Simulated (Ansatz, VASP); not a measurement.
# SiO2: VASP beside Ansatz

```
Si O
1.0
    -2.37083    2.37083    3.64995
     2.37083   -2.37083    3.64995
     2.37083    2.37083   -3.64995
Si O
2 4
Direct
  0.00000 0.00000 0.00000
  0.75000 0.25000 0.50000
  0.00860 0.62500 0.88360
  0.37500 0.25860 0.38360
  0.74140 0.12500 0.11640
  0.87500 0.99140 0.61640
```

Alike in both runs: functional PBE; k mesh 6 × 6 × 6; occupations gaussian, width 0.02 eV; no spin polarisation.

Ansatz relaxed the structure, and its values are those at the end. VASP's run is a single point on that final structure, the one shown.

```csv
,VASP,Ansatz
version,VASP 6.6.1,Ansatz 0.2.0
potentials or method,"VASP PAW PBE potentials, release 64 (Si, O)","scalar-relativistic, plane waves, PAW"
plane-wave cutoff (eV),520,420
valence electrons in the cell,32,32
```

```tsv
	VASP	Ansatz	Ansatz less VASP
gap on the k mesh at the Fermi level (eV)	6.16	6.16	+0.003
least direct gap on the mesh (eV)	6.16	6.16	+0.003
pressure (GPa)	3.8	3.6	-0.19
```

A k mesh can miss the band edges.
